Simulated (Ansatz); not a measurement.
# GaN: two-dimensional strain map

All numbers below come from DFT PBE, scalar-relativistic, plane waves, PAW (Ansatz 0.2.0). Settings: plane waves to 420 eV, k-mesh 10×10×10 (Γ-centred), Gaussian smearing 0.05 eV. No spin polarisation. Energies are free energies at this smearing, counted from the undisturbed cell; pressure is positive in compression.

Zero of the scan (as given, not relaxed at this level; it stands at 5.0 GPa; this zinc-blende form isn't the usual structure):

```
CELL_PARAMETERS angstrom
0.00000 2.25350 2.25350
2.25350 0.00000 2.25350
2.25350 2.25350 0.00000
ATOMIC_POSITIONS crystal
Ga 0.00000 0.00000 0.00000
N 0.75000 0.75000 0.75000
```

The cell is strained by p along both x and y and by q along z, fractional coordinates fixed. Points are written (p, q).

Energy above the undisturbed cell in meV/atom (a dash: not computed):

```
 p \ q  -0.050  -0.025  0.000  0.025  0.050
-0.050   235.5   169.4  120.4   87.7   70.6
-0.025   114.0    68.6   37.9   21.4      ?
 0.000       ?    15.2    0.0   -3.0    5.8
 0.025    15.3     2.1   -0.1    8.3   26.8
 0.050       ?    23.1      ?   49.5   76.0
```

(1) Fill in the withheld energies.

Results:

(1) (-0.025, 0.050): 18.3; (0.000, -0.050): 43.1; (0.050, -0.050): 24.0; (0.050, 0.000): 31.7.